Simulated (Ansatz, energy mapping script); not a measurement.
## MnS (Browneite): J from the energies of magnetic orders

Aim: the exchange couplings of MnS (Browneite) from the energies of a few collinear orders, and the ordering temperature that they give.

Calculated with Ansatz 0.2.0; PBE0; plane waves, collinear spin, no spin–orbit coupling.

**1. The structure**

The structure is cubic, space group F-43m (No. 216). The conventional cell has a = 5.600 Å, b = 5.600 Å, c = 5.600 Å, α = 90.00°, β = 90.00°, γ = 90.00°. Nearest to Mn lie 4 S at 2.42 Å. Nearest to S lie 4 Mn at 2.42 Å. Farther neighbours and most contacts between anions are not listed.

A hybrid functional removes part of the self-interaction of all shells with no element-specific parameter, at many times the cost.

**2. Run 1 (parallel; cell A, 4 atoms)**

The parallel order is the zero of energy for this cell and mesh.

The input, input.yaml:

```yaml
crystal:
  lattice:
    - [0.0, -2.8, -2.8]
    - [0.0, 2.8, -2.8]
    - [5.6, 0.0, 0.0]
  atoms:
    - { symbol: Mn, position: [0.5, 0.5, 0.5], spin: 4.5 }
    - { symbol: Mn, position: [0.0, 0.0, 0.0], spin: 4.5 }
    - { symbol: S, position: [0.0, 0.5, 0.75] }
    - { symbol: S, position: [0.5, 0.0, 0.25] }
magnetization:
  spin_polarized: true
kpoints:
  mp_grid: { grid: [6, 6, 4] }
hamiltonian:
  xc: pbe0
scf:
  occupations: { method: fermi_dirac, width: 0.05 }
output:
  eigenvalues: true
```

Command:

```bash
$ ansatz run input.yaml --threads 4 --pin off --max-ram 8192MiB --backend cpu --events-out ev --progress --plain --runs-dir out
```

Numbers of over 12 decimals in the logs are rounded to 6 here.

Output:

```text
Engine: ansatz 0.2.0, aarch64-unknown-linux-gnu
Pseudopotentials: kind: paw
Pseudopotential: Mn, paw, valence charge 15, recommended cutoff 420 eV (normal), Mn.paw.azcp
Pseudopotential: S, paw, valence charge 6, recommended cutoff 420 eV (normal), S.paw.azcp
Functional definition: PBE0
  parameter a = 0.25
  parameter kappa = 0.804
  parameter beta = 0.066725
  exchange = (1 - a)*pbe_x(kappa = kappa, mu = beta*pi^2/3) + a*exact_x
  correlation = pbe_c(beta = beta)
Crystal: 4 atoms, lattice volume = 87.808 Å³
Basis set: ecut = 420 eV, 1715 PW (Γ)
Bands: 31, of which v1, the nominal top of the filled ones, is band 21 counted from 1 (20 counted from 0)
Symmetry: 16 space group operations
Space group: F-43m (ITA 216), of the structure as read, at distance tolerance 4.4e-5 Å
Magnetic group: BNS 216.74 (UNI 1576), of the structure as read, at distance tolerance 4.4e-5 Å
k-points: 30 of 144 (time reversal used)
Non-local potential: Mn, projectors of the file, l = 0: 3, l = 1: 2, l = 2: 3, l = 3: 1
Non-local potential: S, projectors of the file, l = 0: 2, l = 1: 2, l = 2: 2
PAW form: soft (Blöchl's): semilocal exchange-correlation on the pseudo side does not see the compensation charge
PAW frozen core: Mn, regenerated for the run's functional, and the local potential with it (the file was generated under x = pbe(κ = 0.804, μ = 0.219515), c = pbe(β = 0.066725))
PAW frozen core: S, regenerated for the run's functional, and the local potential with it (the file was generated under x = pbe(κ = 0.804, μ = 0.219515), c = pbe(β = 0.066725))
PAW one-centre angular grid: Mn, 590 points (default); XC on 64 Gauss nodes
PAW one-centre angular grid: S, 110 points (default); XC on 64 Gauss nodes
Initial density: superposition of atomic densities (chi_scale 0.1, normalization cell, long waves kept (reshape's long-wave potential 0.00 eV rms))
Starting moments: Σ|m| = 9 μB on 2 of 4 sites
Initial wavefunctions: pseudopotential atomic-orbital guess
Functional: x = pbe(κ = 0.804, μ = 0.219515), c = pbe(β = 0.066725), warm-up for x = 0.75 pbe(κ = 0.804, μ = 0.219515) + 0.25 exact, c = pbe(β = 0.066725)
iter 1 solved again at ethr=3.43e-2 eV; its pass at ethr=1.00e-1 eV (dr2=1.44e1 eV) is discarded
SCF iter   1: F=—  HF=-9604.957120 eV  |F-HF|=—  |Δ(HF+E_count)|=         —  Δρ=8.48e-2 (↑4.10e-2 ↓8.48e-2)  dr2=1.41e1  dr2_m=4.74e-1  M=8.360 μB ∫|m|=8.360 μB  β_m=0.30  ethr=3.43e-2  ⟨swp⟩=2.1  Hψ=9094  notcnv=0
preconditioner: auto → Kerker (q_TF=auto, 2.413 Å⁻¹)  [metal: Δε(μ)=0.010 eV  Ē_g=8.057 eV  σ=0.050 eV  W_gap=0.05  n_scr=20 (ndim 8)  ℏωp=20.2 eV  f_vac=0.000  D(μ)=9.17/eV (n_scr^D=122)]
spin=Collinear: Kerker preconditioning applied to the charge; magnetization (m = ρ↑ − ρ↓) channel mixes plain (no charge-response kernel on spin).
iter 2 solved again at ethr=2.29e-3 eV; its pass at ethr=3.36e-2 eV (dr2=9.62e-1 eV) is discarded
SCF iter   2: F=—  HF=-9603.383124 eV  |F-HF|=—  |Δ(HF+E_count)|=    1.57e0  Δρ=1.95e-2 (↑1.95e-2 ↓1.55e-2)  dr2=7.62e-1  dr2_m=1.19e-1  M=9.507 μB ∫|m|=9.507 μB  β_m=1.00  ethr=2.29e-3  ⟨swp⟩=4.4  Hψ=8468  notcnv=0  defer=10
eigensolver tolerance schedule: the retry pair's looser diagonalisation over-reported the residual by 0.26 of it (diagonalisation noise at 0.29 of the residual, at the tolerance the schedule requests for it); recorded, not acted on — ethr = c·dr2/N_el stays at c = 1.0e-1
SCF iter   3: F=—  HF=-9603.612782 eV  |F-HF|=—  |Δ(HF+E_count)|=   2.30e-1  Δρ=1.21e-2 (↑1.21e-2 ↓8.89e-3)  dr2=4.18e-1  dr2_m=2.22e-2  M=9.753 μB ∫|m|=9.753 μB  β_m=1.00  ethr=1.81e-3  ⟨swp⟩=2.9  Hψ=4001  notcnv=0  defer=4
SCF iter   4: F=—  HF=-9603.615569 eV  |F-HF|=—  |Δ(HF+E_count)|=   2.79e-3  Δρ=4.85e-3 (↑4.85e-3 ↓3.50e-3)  dr2=2.79e-2  dr2_m=1.28e-3  M=9.754 μB ∫|m|=9.754 μB  β_m=0.30  ethr=9.95e-4  ⟨swp⟩=4.0  Hψ=5280  notcnv=0  defer=11
Mixer restart at iter 4: flushing history
spin-set hold released at iteration 4 (site moments contracting): the magnetisation degrees of freedom join the quasi-Newton model from the next iteration; the mixer history was flushed
SCF iter   5: F=—  HF=-9603.644581 eV  |F-HF|=—  |Δ(HF+E_count)|=   2.90e-2  Δρ=3.98e-3 (↑3.98e-3 ↓3.12e-3)  dr2=2.57e-2  dr2_m=9.19e-4  M=9.780 μB ∫|m|=9.780 μB  β_m=0.61  ethr=6.65e-5  ⟨swp⟩=4.0  Hψ=4745  notcnv=0  defer=15
SCF iter   6: F=—  HF=-9603.689161 eV  |F-HF|=—  |Δ(HF+E_count)|=   4.46e-2  Δρ=3.08e-3 (↑3.08e-3 ↓1.24e-3)  dr2=9.11e-3  dr2_m=1.02e-3  M=9.821 μB ∫|m|=9.821 μB  β_m=0.54  ethr=6.12e-5  ⟨swp⟩=4.2  Hψ=5035  notcnv=0  defer=10
SCF iter   7: F=—  HF=-9603.689646 eV  |F-HF|=—  |Δ(HF+E_count)|=   4.85e-4  Δρ=9.57e-4 (↑9.57e-4 ↓5.29e-4)  dr2=1.27e-3  dr2_m=2.04e-4  M=9.834 μB ∫|m|=9.834 μB  β_m=0.77  ethr=2.17e-5  ⟨swp⟩=3.1  Hψ=4561  notcnv=0  defer=3
[...]
SCF 1 converged in 14 iterations: F = -9603.692088 eV  dr2 = 1.39e-10
  greatest PAW one-centre occupation: 1.003 electrons in one spin orbital (limit 2), on the Mn atom at site 1 (counted from 0), in its partial waves of l = 1
Initial density: handed on by an earlier stage of this run
Starting moments: Σ|m| = 9 μB on 2 of 4 sites; this step starts from the density that it was given
Initial wavefunctions: those handed on with the density
Functional: x = 0.75 pbe(κ = 0.804, μ = 0.219515) + 0.25 exact, c = pbe(β = 0.066725)
Frozen-core exchange: fock
[...]
preconditioner: auto → none  [insulator: Δε(μ)=1.628 eV  Ē_g=11.628 eV  σ=0.050 eV  W_gap=1.00  n_scr=20 (ndim 8)  ℏωp=20.2 eV  f_vac=0.035  D(μ)=0.00/eV (n_scr^D=0)]
[...]
SCF 2 converged in 7 iterations: F = -9606.357554 eV  dr2 = 1.05e-8
  greatest PAW one-centre occupation: 1.005 electrons in one spin orbital (limit 2), on the Mn atom at site 1 (counted from 0), in its partial waves of l = 1
hybrid outer 1: dexx = +9.419e-2 eV, tail = 8.76e-2 eV
Frozen-core exchange: fock
[...]
preconditioner: auto → none  [insulator: Δε(μ)=2.438 eV  Ē_g=11.736 eV  σ=0.050 eV  W_gap=1.00  n_scr=20 (ndim 8)  ℏωp=20.2 eV  f_vac=0.045  D(μ)=0.00/eV (n_scr^D=0)]
[...]
SCF 3 stopped early in 4 iterations: F = -9606.472450 eV  dr2 = 2.10e-4
hybrid outer 2: dexx = +5.765e-3 eV, tail = 1.68e-3 eV, Δε = 5.48e-1 eV (about 1.09e-1 eV left of the loop's levels)
Frozen-core exchange: fock
[...]
preconditioner: auto → none  [insulator: Δε(μ)=2.433 eV  Ē_g=11.755 eV  σ=0.050 eV  W_gap=1.00  n_scr=20 (ndim 8)  ℏωp=20.2 eV  f_vac=0.046  D(μ)=0.00/eV (n_scr^D=0)]
[...]
SCF iter   4: F=—  HF=-9606.472346 eV  |F-HF|=—  |Δ(HF+E_count)|=   2.41e-7  Δρ=6.83e-5 (↑6.83e-5 ↓1.42e-5)  dr2=2.16e-5  dr2_m=8.03e-7  M=10.000 μB ∫|m|=10.000 μB  β_m=0.47  ethr=1.43e-8  ⟨swp⟩=2.0  Hψ=3148  notcnv=0  defer=1
SCF iter   5: F=—  HF=-9606.472346 eV  |F-HF|=—  |Δ(HF+E_count)|=   3.28e-7  Δρ=5.14e-5 (↑5.14e-5 ↓1.50e-5)  dr2=1.99e-5  dr2_m=3.91e-7  M=10.000 μB ∫|m|=10.000 μB  β_m=0.28  ethr=1.11e-8  ⟨swp⟩=2.0  Hψ=3147  notcnv=0
SCF iter   6: F=—  HF=-9606.472345 eV  |F-HF|=—  |Δ(HF+E_count)|=   8.52e-7  Δρ=2.75e-5 (↑2.75e-5 ↓2.49e-5)  dr2=1.73e-5  dr2_m=3.51e-7  M=10.000 μB ∫|m|=10.000 μB  β_m=0.53  ethr=7.13e-9  ⟨swp⟩=3.0  Hψ=3585  notcnv=0  defer=2
SCF iter   7: F=—  HF=-9606.472740 eV  |F-HF|=—  |Δ(HF+E_count)|=   3.95e-4  Δρ=3.86e-5 (↑3.86e-5 ↓1.99e-5)  dr2=8.58e-7  dr2_m=6.34e-7  M=10.000 μB ∫|m|=10.000 μB  β_m=0.53  ethr=9.89e-10  ⟨swp⟩=4.9  Hψ=6816  notcnv=0
iter 8 solved again at ethr=2.70e-11 eV; its pass at ethr=9.89e-10 eV (dr2=1.13e-8 eV) is discarded
SCF iter   8: F=—  HF=-9606.472740 eV  |F-HF|=—  |Δ(HF+E_count)|=   1.47e-8  Δρ=8.00e-6 (↑6.12e-6 ↓8.00e-6)  dr2=2.66e-7  dr2_m=3.57e-8  M=10.000 μB ∫|m|=10.000 μB  β_m=0.72  ethr=2.70e-11  ⟨swp⟩=4.1  Hψ=8232  notcnv=0
SCF iter   9: F=—  HF=-9606.472740 eV  |F-HF|=—  |Δ(HF+E_count)|=   4.16e-8  Δρ=1.66e-6 (↑1.26e-6 ↓1.66e-6)  dr2=2.61e-7  dr2_m=1.35e-9  M=10.000 μB ∫|m|=10.000 μB  β_m=0.85  ethr=2.51e-11  ⟨swp⟩=3.8  Hψ=4066  notcnv=0
SCF iter  10: F=-9606.472741 eV  HF=-9606.472741 eV  |F-HF|=1.32e-8  |Δ(HF+E_count)|=   7.90e-7  Δρ=8.72e-6 (↑8.72e-6 ↓7.19e-6)  dr2=1.94e-8  dr2_m=4.92e-8  M=10.000 μB ∫|m|=10.000 μB  ethr=2.06e-12 (applied; sched 1.46e-12)  ⟨swp⟩=6.0  Hψ=7818  notcnv=0  defer=4
SCF 4 converged in 10 iterations: F = -9606.472741 eV  dr2 = 1.94e-8
hybrid outer 3: dexx = +2.745e-5 eV, tail = 2.54e-7 eV, magnetization grown 1.0109 times (not accepted), Δε = 1.63e-2 eV (about 6.20e-4 eV left of the loop's levels)
Frozen-core exchange: fock
SCF iter   1: F=—  HF=-9606.472741 eV  |F-HF|=—  |Δ(HF+E_count)|=         —  Δρ=1.03e-5 (↑1.03e-5 ↓8.71e-6)  dr2=6.18e-9  dr2_m=7.07e-8  M=10.000 μB ∫|m|=10.000 μB  β_m=0.30  ethr=3.03e-9  ⟨swp⟩=7.3  Hψ=4296  notcnv=0
preconditioner: auto → none  [insulator: Δε(μ)=2.433 eV  Ē_g=11.756 eV  σ=0.050 eV  W_gap=1.00  n_scr=20 (ndim 8)  ℏωp=20.2 eV  f_vac=0.046  D(μ)=0.00/eV (n_scr^D=0)]
SCF iter   2: F=-9606.472741 eV  HF=-9606.472741 eV  |F-HF|=2.11e-9  |Δ(HF+E_count)|=   2.67e-8  Δρ=1.81e-6 (↑1.69e-6 ↓1.81e-6)  dr2=2.37e-9  dr2_m=2.04e-9  M=10.000 μB ∫|m|=10.000 μB  ethr=1.30e-11  ⟨swp⟩=4.3  Hψ=5129  notcnv=0
SCF 5 converged in 2 iterations: F = -9606.472741 eV  dr2 = 2.37e-9
hybrid outer 4: dexx = +6.820e-9 eV, tail = 1.00e-8 eV, Δε = 2.17e-4 eV (about 9.13e-5 eV left of the loop's levels)
this state was not tested for a lower state beside it, because the functional holds exact exchange (a hybrid, or Hartree-Fock), whose exchange loop this test does not read (fock_operator); the stability check (scf.self_checks: high) cannot read this state: a pseudopotential is PAW: the check reads norm-conserving sets alone
hybrid SCF converged: 4 outer / 23 inner (+14 warm-up), last move |dexx| = 6.82e-9 eV, tail = 1.00e-8 eV
Magnetization: 10.0000 μB (26.0000 up, 16.0000 down)
Absolute magnetization: 10.0000 μB (∫|ρ↑−ρ↓|, with the PAW one-centre terms)
Spin contamination: 0.0228 ħ² per cell (⟨S²⟩ above its minimum at these occupations)
Per-site moments (μB) at R_I (Å): [(4.367526, 1.000259), (4.367526, 1.000259), (0.077327, 1.000259), (0.077327, 1.000259)]
Free energy (F): -9606.472741 eV
Frozen-core exchange: fock
Harris-Foulkes:  -9606.472741 eV  (|F-HF|=2.11e-9)
Internal energy: -9606.472741 eV  (E = F + TS)
E sigma→0 (E₀):  -9606.472741 eV
Fermi energy:    7.607982 eV
--- Per-component energies (eV) ---
  E_band       = -833.630705
  E_kinetic    = 811.173876
  E_local      = -5598.082355  (includes V_loc(G=0)·N_el)
  E_nonlocal   = 564.812964
  E_hartree    = 2300.066508
  E_xc         = -320.304990
  E_vxc        = -353.470022  (∫ρ·V_xc dr)
  E_exx        = -174.234109  (= α·E_x^exact, valence–valence)
  E_paw        = -3741.138581  (= ΣΔE_a)
  E_vpaw       = -509.729252  (= ΣTr[D̂ρ^β])
  E_aug_tail   = -0.000016  (compensation charges beyond the density's cutoff)
  E_ewald      = -3448.194329
  E_core_change = -0.571709  (= ΣΔE_core)
  E_smearing   = -0.000000  (= −TS)
  E_closure    = -0.000000  (closes the sum)
  Σ components = -9606.472741   (vs F -9606.472741, Δ=1.82e-12)
--- Band table (eV; the first three rows and the last of 60) ---
  k-point 0 ↑: bands = [... 17 lower, 1.7155, 1.8182, 1.8973, 2.6439, 3.6249, 3.6249, 6.3915, 6.3915, ... 6 higher]
  k-point 1 ↑: bands = [... 17 lower, 1.6687, 1.7416, 1.8702, 3.2961, 4.0423, 4.0423, 5.5873, 5.9441, ... 6 higher]
  k-point 2 ↑: bands = [... 17 lower, 1.5850, 1.8054, 1.8054, 4.4129, 4.4129, 4.9752, 4.9752, 4.9752, ... 6 higher]
  k-point 29 ↓: bands = [... 17 lower, 9.1064, 10.1395, 10.1395, 11.0723, 11.0723, 11.3822, 11.3822, 11.9707, ... 6 higher]
```

Elapsed: 69 s, on 4 threads of Arm Neoverse V2, shared host; peak memory 2.5 GiB.

The column dr2 measures how far the density is from self-consistency, as an energy; F and HF (Harris–Foulkes) agree once it is small.

Spin moment in the sphere by atom:

| atom | spin moment in the sphere (μB) |
| --- | --- |
| Mn1 | 4.37 |
| Mn2 | 4.37 |
| S3 | 0.08 |
| S4 | 0.08 |

The run ends ferromagnetic.

**3. Compensated +− start in cell A (4 atoms)**

This order reverses 8 of the 12 neighbours at 3.96 Å and 0 of the 6 neighbours at 5.60 Å, counted for an average magnetic atom.

input.yaml: that of step 2 with these lines changed.

```diff
@@ -7,3 +7,3 @@
     - { symbol: Mn, position: [0.5, 0.5, 0.5], spin: 4.5 }
-    - { symbol: Mn, position: [0.0, 0.0, 0.0], spin: 4.5 }
+    - { symbol: Mn, position: [0.0, 0.0, 0.0], spin: -4.5 }
     - { symbol: S, position: [0.0, 0.5, 0.75] }
```

Output:

```text
[...]
Crystal: 4 atoms, lattice volume = 87.808 Å³
Basis set: ecut = 420 eV, 1715 PW (Γ)
Bands: 31, of which v1, the nominal top of the filled ones, is band 21 counted from 1 (20 counted from 0)
Symmetry: 8 space group operations
[...]
k-points: 30 of 144 (time reversal used)
[...]
Starting moments: Σ|m| = 9 μB on 2 of 4 sites
Starting magnetic order: antiferromagnet; a translation exchanges its spin sublattices: spin-degenerate at every k-point
[...]
the translation (0.5, 0.5, 0.5) carries every atom to within crystal.symmetry.tolerance of an atom of its element with the starting moment reversed, but both spin channels are solved: under a hybrid functional one channel is solved only on norm-conserving pseudopotentials (hamiltonian.pseudopotentials.kind)
[...]
SCF iter  12: F=-9604.282866 eV  HF=-9604.282870 eV  |F-HF|=3.37e-6  |Δ(HF+E_count)|=   1.93e-4  Δρ=6.29e-5 (↑4.87e-5 ↓6.29e-5)  dr2=3.57e-6  dr2_m=1.49e-6  M=-0.000 μB ∫|m|=8.988 μB  ethr=4.15e-7  ⟨swp⟩=3.7  Hψ=3827  notcnv=0
SCF 1 stopped early in 12 iterations: F = -9604.282866 eV  dr2 = 3.57e-6
[...]
Frozen-core exchange: fock
SCF iter   1: F=—  HF=-9606.552651 eV  |F-HF|=—  |Δ(HF+E_count)|=         —  Δρ=1.55e-2 (↑1.55e-2 ↓1.55e-2)  dr2=8.97e-2  dr2_m=1.86e-1  M=0.000 μB ∫|m|=9.448 μB  β_m=0.30  ethr=8.49e-8  ⟨swp⟩=11.4  Hψ=12770  notcnv=0
[...]
SCF iter   5: F=-9606.741265 eV  HF=-9606.741282 eV  |F-HF|=1.66e-5  |Δ(HF+E_count)|=   1.27e-4  Δρ=7.86e-5 (↑7.75e-5 ↓7.86e-5)  dr2=2.16e-5  dr2_m=7.76e-7  M=0.000 μB ∫|m|=9.585 μB  ethr=8.49e-8  ⟨swp⟩=4.2  Hψ=4407  notcnv=0
SCF 2 stopped early in 5 iterations: F = -9606.741265 eV  dr2 = 2.16e-5
[...]
hybrid outer 1: dexx = +2.358e-1 eV, tail = 5.91e-4 eV
Frozen-core exchange: fock
SCF iter   1: F=—  HF=-9606.740286 eV  |F-HF|=—  |Δ(HF+E_count)|=         —  Δρ=1.32e-4 (↑1.32e-4 ↓1.31e-4)  dr2=1.96e-5  dr2_m=6.93e-6  M=0.000 μB ∫|m|=9.584 μB  β_m=0.30  ethr=7.04e-6  ⟨swp⟩=4.2  Hψ=4087  notcnv=0
[...]
SCF iter   6: F=-9606.740314 eV  HF=-9606.740314 eV  |F-HF|=1.24e-8  |Δ(HF+E_count)|=   3.70e-8  Δρ=2.63e-6 (↑2.63e-6 ↓1.76e-6)  dr2=1.65e-8  dr2_m=1.74e-9  M=0.000 μB ∫|m|=9.583 μB  ethr=2.89e-10  ⟨swp⟩=4.0  Hψ=4209  notcnv=0  defer=26
SCF 3 converged in 6 iterations: F = -9606.740314 eV  dr2 = 1.65e-8
[...]
Magnetization: 0.0000 μB (21.0000 up, 21.0000 down)
Absolute magnetization: 9.5838 μB (∫|ρ↑−ρ↓|, with the PAW one-centre terms)
[...]
Per-site moments (μB) at R_I (Å): [(4.290364, 1.000259), (-4.290365, 1.000259), (-6.772772501961897e-7, 1.000259), (-6.772772497303501e-7, 1.000259)]
Free energy (F): -9606.740313 eV
Frozen-core exchange: fock
[...]
Internal energy: -9606.740313 eV  (E = F + TS)
E sigma→0 (E₀):  -9606.740313 eV
Fermi energy:    7.315950 eV
[...]
--- Band table (eV; the first three rows and the last of 60) ---
  k-point 0 ↑: bands = [... 17 lower, 2.8873, 4.6869, 5.1493, 5.1493, 9.5084, 10.0713, 10.2507, 10.8627, ... 6 higher]
  k-point 1 ↑: bands = [... 17 lower, 2.9265, 4.4189, 5.1429, 5.1429, 9.9985, 10.2984, 10.7902, 10.8609, ... 6 higher]
  k-point 2 ↑: bands = [... 17 lower, 2.9653, 4.1933, 5.1369, 5.1369, 10.3198, 10.8592, 11.0475, 11.5210, ... 6 higher]
  k-point 29 ↓: bands = [... 17 lower, 2.7907, 2.9349, 2.9349, 3.4266, 9.9690, 9.9690, 10.7249, 11.0160, ... 6 higher]
```

It took 54 s on 4 threads; peak memory 2.5 GiB.

Spin moment in the sphere by atom:

| atom | spin moment in the sphere (μB) |
| --- | --- |
| Mn1 | 4.29 |
| Mn2 | -4.29 |
| S3 | 0.00 |
| S4 | 0.00 |

The run ends antiferromagnetic, 133.79 meV a magnetic atom below the parallel order of its cell.

(Part 1 of 2 ends here.)

[Logs and program files are shortened in this print: banners, set-up blocks, solver, clock and traceback lines can be left out without a mark of their own.]

[Logs are printed without paths, hosts, clocks, repeated set-up lines and the standing remarks that a program may print on its own settings, such as how far it seeks lower states.]

[Hosts, paths, dates, database ids (printed as entryN), source tags and the programs' standing remarks are cut or masked in the printed files.]

[Where a cell is said to come from a database of computed structures, the database is the Materials Project.]
